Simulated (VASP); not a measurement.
Si, 1 atom in the cell. Symmetry: Pm-3m, No. 221, cubic system. The conventional cell has a = 2.542 Å, b = 2.542 Å, c = 2.542 Å, α = 90.00°, β = 90.00°, γ = 90.00°. Around Si (site symmetry m-3m) lie 6 Si at 2.54 Å. This isn't the form of Si at room conditions, which is diamond.

```yaml
Program: VASP 6.6.1
Task: single point
Functional: RPBE
Potentials_or_basis: VASP PAW PBE potentials, release 64 (Si)
Cutoff: 520 eV
k_mesh: 20 × 20 × 20
Occupations: fermi-dirac, width 0.1 eV
Spin: no spin polarisation
Dipole_correction: no
Further_INCAR_settings: ALGO = Normal; EDIFF = 1e-06; NBANDS = 8
```

Potentials or basis: VASP PAW PBE potentials, release 64 (Si).

Launch:

```sh
$ cat potpaw_PBE.64/Si/POTCAR > POTCAR
$ mpirun -np 1 vasp_std > vasp.out
```

Hardware: 1 thread of Intel(R) Xeon(R) 6975P-C (Granite Rapids) (shared host).

Problem. Estimate the wall time of this run.

Solution. It took 9.2 s on 1 thread of Intel(R) Xeon(R) 6975P-C (Granite Rapids), on a shared host, peak memory 0.13 GiB. Counts: scf iterations 10, k points 286.
